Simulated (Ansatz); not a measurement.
# Bi (P2/m) in Ansatz: notebook

Runs on Bi. Level: PBEsol. Tasks: single point, equation of state.

Everything below comes from runs of Ansatz 0.2.0. Logs are shortened: lines on timing, memory, paths and dates and some standing lists are left out, and cuts for length are marked.

### Step 1. Starting point

The structure is monoclinic, space group P2/m (No. 10). The conventional cell has a = 3.238 Å, b = 3.222 Å, c = 6.444 Å, α = 90.00°, β = 90.72°, γ = 90.00°. Bi (site symmetry m) is surrounded by 6 Bi at 3.22 to 3.24 Å.

This isn't the form of Bi at room conditions, which is rhombohedral.

### Step 2. Single point, PBEsol, 31.60 Å³/atom (volume scaled by 0.94)

The input, input.yaml:

```yaml
crystal:
  lattice:
    - [3.1722683854, 0.0, 0.0]
    - [0.0, 3.1558770435, 0.0]
    - [-0.0788124821, 0.0, 6.312343943]
  atoms:
    - { symbol: Bi, position: [0.54424725, 0.0, 0.74957789] }
    - { symbol: Bi, position: [0.45575275, 0.0, 0.25042211] }
kpoints:
  mp_grid: { grid: [8, 8, 4] }
scf:
  occupations: { method: fermi_dirac, width: 0.05 }
hamiltonian:
  xc: pbesol
  pseudopotentials: { kind: all_electron, lapw: { basis_error: 0.001 } }
output:
  forces: true
  stress: true
  eigenvalues: true
```

Potentials or basis: all-electron LAPW, scalar-relativistic.

Run with:

```
> ansatz run input.yaml --threads 1 --pin off --max-ram 3072MiB --backend cpu --events-out ev --progress --plain --runs-dir out
```

Log:

```text
Warning: RAYON_NUM_THREADS=1 ignored (pool sized by the plan → 1); use --threads N
LAPW: plane waves up to 7.222 Å⁻¹, error target 1.0e-3 eV per atom; small_component_spin mean_spin; Bi in spheres of 1.578 Å, 37 of its electrons in bands, Dirac shells [] (how accurate: hamiltonian.pseudopotentials.lapw.basis_error, Limitations)
Engine: ansatz 0.2.0, x86_64-unknown-linux-gnu
Pseudopotentials: kind: all_electron
Pseudopotential: Bi, LAPW, valence charge 37, lapw/all_electron/scalar/gaussian/Bi, Koelling and Harmon's equation, gaussian nucleus
Functional definition: PBEsol
  exchange = pbesol_x
  correlation = pbesol_c
Crystal: 2 atoms, lattice volume = 63.195 Å³
Basis set: ecut = 198.7082196606838 eV, 401 PW (Γ), exchange–correlation at level 2
Bands: 45, of which v1, the nominal top of the filled ones, is band 37 counted from 1 (36 counted from 0)
Symmetry: 4 space group operations
Space group: P2/m (ITA 10), of the structure as read, at distance tolerance 4.0e-5 Å
k-points: 90 of 256
Non-local potential: Bi, projectors of the file, none
Initial density: superposition of atomic densities (chi_scale 0.1, normalization cell)
Initial wavefunctions: plane waves of lowest kinetic energy (no species holds an atomic orbital)
Functional: x = pbesol(κ = 0.804, μ = 0.12345679012345678), c = pbesol(β = 0.046)
iter 1 solved again at ethr=2.84e-5 eV; its pass at ethr=1.00e-1 eV (dr2=2.10e-2 eV) is discarded
SCF iter   1: F=—  HF=-1171102.829507 eV  |F-HF|=—  |Δ(HF+E_count)|=         —  Δρ=7.02e-3  dr2=2.10e-2  ethr=2.84e-5  ⟨swp⟩=3.4  Hψ=25924  notcnv=0
preconditioner: auto → LDOS  [metal: Δε(μ)=0.013 eV  Ē_g=23.347 eV  σ=0.050 eV  W_gap=0.06  n_scr=18 (ndim 8)  ℏωp=25.6 eV  f_vac=0.110  D(μ)=1.84/eV (n_scr^D=16)  β→1.0]
iter 2 solved again at ethr=8.87e-7 eV; its pass at ethr=2.84e-5 eV (dr2=6.56e-4 eV) is discarded
SCF iter   2: F=—  HF=-1171102.826277 eV  |F-HF|=—  |Δ(HF+E_count)|=   3.23e-3  Δρ=1.57e-3  dr2=6.57e-4  ethr=8.87e-7  ⟨swp⟩=2.0  Hψ=20027  notcnv=0
SCF iter   3: F=—  HF=-1171102.822742 eV  |F-HF|=—  |Δ(HF+E_count)|=   3.53e-3  Δρ=5.86e-4  dr2=1.34e-4  ethr=8.87e-7  ⟨swp⟩=3.0  Hψ=12264  notcnv=0
SCF iter   4: F=—  HF=-1171102.821340 eV  |F-HF|=—  |Δ(HF+E_count)|=   1.40e-3  Δρ=1.99e-4  dr2=2.05e-5  ethr=1.81e-7  ⟨swp⟩=2.0  Hψ=11810  notcnv=0
SCF iter   5: F=—  HF=-1171102.821228 eV  |F-HF|=—  |Δ(HF+E_count)|=   1.12e-4  Δρ=6.80e-5  dr2=2.96e-6  ethr=2.77e-8  ⟨swp⟩=2.0  Hψ=11810  notcnv=0
SCF iter   6: F=—  HF=-1171102.821224 eV  |F-HF|=—  |Δ(HF+E_count)|=   3.68e-6  Δρ=1.18e-5  dr2=1.46e-7  ethr=4.01e-9  ⟨swp⟩=2.7  Hψ=11887  notcnv=0
SCF iter   7: F=-1171102.821224 eV  HF=-1171102.821224 eV  |F-HF|=3.03e-9  |Δ(HF+E_count)|=   1.16e-8  Δρ=1.48e-6  dr2=2.30e-9  ethr=1.97e-10  ⟨swp⟩=3.0  Hψ=12011  notcnv=0
SCF 1 converged in 7 iterations: F = -1171102.821224 eV  dr2 = 2.30e-9
SCF converged after 7 iterations
Free energy (F): -1171102.821224 eV
Harris-Foulkes:  -1171102.821224 eV  (|F-HF|=3.03e-9)
Internal energy: -1171102.807288 eV  (E = F + TS)
E sigma→0 (E₀):  -1171102.814256 eV
Entropy (-TS):   -0.013936 eV (-6.968 meV/atom)
Fermi energy:    15.224296 eV
--- Per-component energies (eV) ---
  E_band       = -5244.514992
  E_kinetic    = 1355580.285767
  E_xc         = -21300.535287
  E_electrostatic = -2505382.557768  (all electrons and nuclei)
  E_smearing   = -0.013936  (= −TS)
  E_closure    = 0.000000  (closes the sum)
  E_atoms      = -1171094.363200  (free atoms, spherical and without spin; not in F)
  Σ components = -1171102.821224   (vs F -1171102.821224, Δ=0.00e0)
  Basis errors (estimates in eV, not in F): energy 3.3e-4 per atom: plane waves 3.2e-4 (1.7e-4 summed), levels above the bands 1.2e-72, relativity 1.5e-8, radial functions 6.4e-6, core shells 1.4e-8; eigenvalues (radial functions only) 4.2e-6; not estimated: angular momenta, meshes, grids; target (lapw.basis_error) 1.0e-3; muffin-tin radii Bi 1.578 Å
--- Forces (eV/Å), atoms counted from 1 ---
  atom   1  Bi     0.02360396     0.00000000    -0.00322527
  atom   2  Bi    -0.02360396    -0.00000000     0.00322527
  max |Σ_I F_I| component: 0.00e0 eV/Å
--- Stress (GPa, compression-positive) ---
        3.081584       0.000000      -0.191342
        0.000000       3.966126      -0.000000
       -0.191342      -0.000000       2.788913
  P = ⅓ Tr σ = 3.2789 GPa (32.789 kbar)
--- Band table (eV; the first three rows and the last of 90) ---
  k-point 0: bands = ["-137.8850", "-137.8850", "-133.0298", "-133.0298", "-133.0295", "-133.0295", "-133.0293", "-133.0293", "-133.0291", "-133.0291", "-133.0285", "-133.0285", "-133.0277", "-133.0277", "-133.0275", "-133.0275", "-76.0938", "-76.0892", "-76.0872", "-76.0870", "-76.0858", "-76.0855", "-7.7933", "-7.7793", "-7.7716", "-7.4729", "-7.4710", "-7.4560", "-7.3770", "-7.3655", "-7.3637", "-7.3560", "1.5688", "3.7673", "9.7626", "18.6070", "18.6499", "18.6686", "20.3733", "20.8310", "22.0646", "23.3773", "23.5415", "25.1521", "25.6251"]
  k-point 1: bands = ["-137.8850", "-137.8850", "-133.0298", "-133.0298", "-133.0295", "-133.0295", "-133.0293", "-133.0293", "-133.0291", "-133.0291", "-133.0285", "-133.0285", "-133.0277", "-133.0277", "-133.0275", "-133.0275", "-76.0931", "-76.0899", "-76.0872", "-76.0870", "-76.0857", "-76.0855", "-7.7872", "-7.7742", "-7.7370", "-7.5093", "-7.4575", "-7.4546", "-7.3855", "-7.3818", "-7.3624", "-7.3567", "1.7849", "3.2667", "10.8144", "16.3652", "18.8368", "18.9120", "20.0703", "20.4030", "22.6586", "23.5577", "24.0581", "24.6984", "25.5797"]
  k-point 2: bands = ["-137.8850", "-137.8850", "-133.0298", "-133.0298", "-133.0295", "-133.0295", "-133.0293", "-133.0293", "-133.0291", "-133.0291", "-133.0285", "-133.0285", "-133.0277", "-133.0277", "-133.0275", "-133.0275", "-76.0916", "-76.0914", "-76.0871", "-76.0871", "-76.0856", "-76.0856", "-7.7810", "-7.7802", "-7.6307", "-7.6200", "-7.4214", "-7.4208", "-7.4183", "-7.4148", "-7.3597", "-7.3593", "2.3926", "2.4188", "13.2636", "13.2959", "19.3567", "19.4560", "19.5642", "19.5849", "23.1338", "23.2098", "23.9254", "23.9782", "28.5844"]
  k-point 89: bands = ["-137.8848", "-137.8848", "-133.0298", "-133.0298", "-133.0295", "-133.0295", "-133.0293", "-133.0293", "-133.0291", "-133.0291", "-133.0285", "-133.0285", "-133.0277", "-133.0277", "-133.0275", "-133.0275", "-76.0917", "-76.0914", "-76.0910", "-76.0905", "-76.0903", "-76.0903", "-7.6105", "-7.6096", "-7.5472", "-7.5421", "-7.5362", "-7.5320", "-7.4061", "-7.3942", "-7.2144", "-7.2139", "6.7390", "6.7845", "12.5892", "12.6093", "12.6245", "12.6372", "17.6243", "17.7357", "18.5068", "18.5355", "23.2429", "23.2691", "23.2869"]
```

Run time: 21 s. Hardware: 1 thread of Intel Xeon Platinum 8488C (Sapphire Rapids), shared host; peak memory 0.52 GiB.

What came out:

| Property | Result |
| --- | --- |
| Free energy | -1171102.8212 eV |
| Pressure | 3.3 GPa |
| Largest force | 0.024 eV/Å |
| Band gap on the k mesh | none (metal or under the smearing width) |

Caveat: spin-orbit coupling is left out, which moves the levels of the heavy elements.

### Step 3. Single point, PBEsol, 32.27 Å³/atom (volume scaled by 0.96)

Edit input.yaml of step 2 so:

```diff
@@ -2,5 +2,5 @@
   lattice:
-    - [3.1722683854, 0.0, 0.0]
-    - [0.0, 3.1558770435, 0.0]
-    - [-0.0788124821, 0.0, 6.312343943]
+    - [3.1946090396, 0.0, 0.0]
+    - [0.0, 3.178102262, 0.0]
+    - [-0.0793675179, 0.0, 6.356798534]
   atoms:
```

Potentials or basis: all-electron LAPW, scalar-relativistic.

Run with:

```
> ansatz run input.yaml --threads 1 --pin off --max-ram 3072MiB --backend cpu --events-out ev --progress --plain --runs-dir out
```

Run time: 22 s. Hardware: 1 thread of Intel Xeon Platinum 8488C (Sapphire Rapids), shared host; peak memory 0.52 GiB.

Results (log left out):

```yaml
Free_energy: -1171102.8428 eV
Pressure: 1.9 GPa
Largest_force: 0.018 eV/Å
Band_gap_on_the_k_mesh: none (metal or under the smearing width)
```

Caveat: spin-orbit coupling is left out, which moves the levels of the heavy elements.

### Step 4. Single point, PBEsol, 32.94 Å³/atom (volume scaled by 0.98)

Edit input.yaml of step 3 so:

```diff
@@ -2,5 +2,5 @@
   lattice:
-    - [3.1946090396, 0.0, 0.0]
-    - [0.0, 3.178102262, 0.0]
-    - [-0.0793675179, 0.0, 6.356798534]
+    - [3.2166415224, 0.0, 0.0]
+    - [0.0, 3.2000209013, 0.0]
+    - [-0.0799148974, 0.0, 6.4006399093]
   atoms:
```

Run with:

```
> ansatz run input.yaml --threads 1 --pin off --max-ram 3072MiB --backend cpu --events-out ev --progress --plain --runs-dir out
```

Run time: 22 s. Hardware: 1 thread of Intel Xeon Platinum 8488C (Sapphire Rapids), shared host; peak memory 0.52 GiB.

Results (log left out):

```
Free energy            : -1171102.8534 eV
Pressure               : 0.7 GPa
Largest force          : 0.014 eV/Å
Band gap on the k mesh : none (metal or under the smearing width)
```

Caveat: spin-orbit coupling is left out, which moves the levels of the heavy elements.

### Step 5. Single point, PBEsol, 33.61 Å³/atom

Edit input.yaml of step 4 so:

```diff
@@ -2,5 +2,5 @@
   lattice:
-    - [3.2166415224, 0.0, 0.0]
-    - [0.0, 3.2000209013, 0.0]
-    - [-0.0799148974, 0.0, 6.4006399093]
+    - [3.238376246, 0.0, 0.0]
+    - [0.0, 3.22164332, 0.0]
+    - [-0.0804548793, 0.0, 6.4438887882]
   atoms:
```

Run with:

```
> ansatz run input.yaml --threads 1 --pin off --max-ram 3072MiB --backend cpu --events-out ev --progress --plain --runs-dir out
```

Wall time 22 s (1 thread of Intel Xeon Platinum 8488C (Sapphire Rapids), shared host); peak memory 0.51 GiB.

Results (log left out):

| Item | Value |
| --- | --- |
| Free energy | -1171102.8543 eV |
| Pressure | -0.4 GPa |
| Largest force | 0.013 eV/Å |
| Band gap on the k mesh | none (metal or under the smearing width) |

Caveat: spin-orbit coupling is left out, which moves the levels of the heavy elements.

### Step 6. Single point, PBEsol, 34.29 Å³/atom (volume scaled by 1.02)

Edit input.yaml of step 5 so:

```diff
@@ -2,5 +2,5 @@
   lattice:
-    - [3.238376246, 0.0, 0.0]
-    - [0.0, 3.22164332, 0.0]
-    - [-0.0804548793, 0.0, 6.4438887882]
+    - [3.2598230713, 0.0, 0.0]
+    - [0.0, 3.242979328, 0.0]
+    - [-0.0809877086, 0.0, 6.4865647921]
   atoms:
```

Potentials or basis: all-electron LAPW, scalar-relativistic.

Run with:

```
> ansatz run input.yaml --threads 1 --pin off --max-ram 3072MiB --backend cpu --events-out ev --progress --plain --runs-dir out
```

Wall time 22 s (1 thread of Intel Xeon Platinum 8488C (Sapphire Rapids), shared host); peak memory 0.49 GiB.

The run converged. Its results:

```yaml
Free_energy: -1171102.8465 eV
Pressure: -1.4 GPa
Largest_force: 0.015 eV/Å
Band_gap_on_the_k_mesh: none (metal or under the smearing width)
```

Caveat: spin-orbit coupling is left out, which moves the levels of the heavy elements.

### Step 7. Single point, PBEsol, 34.96 Å³/atom (volume scaled by 1.04)

Edit input.yaml of step 6 so:

```diff
@@ -2,5 +2,5 @@
   lattice:
-    - [3.2598230713, 0.0, 0.0]
-    - [0.0, 3.242979328, 0.0]
-    - [-0.0809877086, 0.0, 6.4865647921]
+    - [3.2809913467, 0.0, 0.0]
+    - [0.0, 3.2640382254, 0.0]
+    - [-0.0815136175, 0.0, 6.5286865229]
   atoms:
```

Run with:

```
> ansatz run input.yaml --threads 1 --pin off --max-ram 3072MiB --backend cpu --events-out ev --progress --plain --runs-dir out
```

Run time: 21 s. Hardware: 1 thread of Intel Xeon Platinum 8488C (Sapphire Rapids), shared host; peak memory 0.51 GiB.

The run converged. Its results:

- Free energy: -1171102.8309 eV
- Pressure: -2.3 GPa
- Largest force: 0.019 eV/Å
- Band gap on the k mesh: none (metal or under the smearing width)

Caveat: spin-orbit coupling is left out, which moves the levels of the heavy elements.

### Step 8. Single point, PBEsol, 35.63 Å³/atom (volume scaled by 1.06)

Edit input.yaml of step 7 so:

```diff
@@ -2,5 +2,5 @@
   lattice:
-    - [3.2809913467, 0.0, 0.0]
-    - [0.0, 3.2640382254, 0.0]
-    - [-0.0815136175, 0.0, 6.5286865229]
+    - [3.3018899442, 0.0, 0.0]
+    - [0.0, 3.2848288383, 0.0]
+    - [-0.0820328266, 0.0, 6.5702716347]
   atoms:
```

Run with:

```
> ansatz run input.yaml --threads 1 --pin off --max-ram 3072MiB --backend cpu --events-out ev --progress --plain --runs-dir out
```

Run time: 22 s. Hardware: 1 thread of Intel Xeon Platinum 8488C (Sapphire Rapids), shared host; peak memory 0.51 GiB.

Results (log left out):

```yaml
Free_energy: -1171102.8084 eV
Pressure: -3.1 GPa
Largest_force: 0.023 eV/Å
Band_gap_on_the_k_mesh: none (metal or under the smearing width)
```

Caveat: spin-orbit coupling is left out, which moves the levels of the heavy elements.

### Step 9. Equation of state, PBEsol

Potentials or basis: all-electron LAPW, scalar-relativistic.

No new run: the results of the series are fitted here.

Results:

| Item | Value |
| --- | --- |
| Equilibrium volume | 33.34 Å³/atom |
| Bulk modulus at fixed shape and positions | 54 GPa |
| Pressure derivative of the bulk modulus | 4.7 |

Energy against volume, from the lowest point:
```tsv
volume (Å³/atom)	energy (meV/atom)
31.597	16.54
32.270	5.75
32.942	0.43
33.614	0.00
34.286	3.92
34.959	11.71
35.631	22.97
```

Caveat: the cell was scaled at fixed shape and fractional positions, which overstates the stiffness of a crystal with free parameters, most of all of layers and chains; spin-orbit coupling is left out, which moves the levels of the heavy elements.
